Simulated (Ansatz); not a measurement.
Runs of Ansatz 0.2.0 on N. The structure is tetragonal, space group P4_2/mnm (No. 136). Conventional cell: a = 4.084 Å, b = 4.084 Å, c = 5.346 Å, α = 90.00°, β = 90.00°, γ = 90.00°. Around N (site symmetry m2m) lie 1 N at 1.11 Å. 

```csv
level,cutoff (eV),gap on the mesh (eV),pressure (GPa),largest force (eV/Å)
r2SCAN0,500,10.45,-4.4,3.42
r2SCAN,500,7.60,-2.3,1.82
PBEsol,420,6.89,-0.8,0.86
HSE06,420,9.22,-2.9,(b)
LDA,420,6.75,-2.9,1.69
PBE0,420,(a),-3.0,2.62
```

Alike in all rows: task projected density of states; potentials or basis Ansatz PAW; no spin polarisation; cell as given; k mesh 4 × 4 × 3; smearing fermi-dirac 0.05 eV.

Task: Fill in the values left out.

Result: (a) 10.03; (b) 2.59.

Caveats: odd divisions of the mesh miss points on the zone boundary, where band edges often lie, so the gap on the mesh can be too wide; the PAW data sets come from PBE, with cores solved anew for the run's functional, which leaves a small shift of forces and pressure; forces of over 1 eV/Å show positions far from the minimum, so gaps and moduli don't describe the material at rest (some runs); the thresholds are loose for stress (some runs).

A k mesh can miss the band edges.
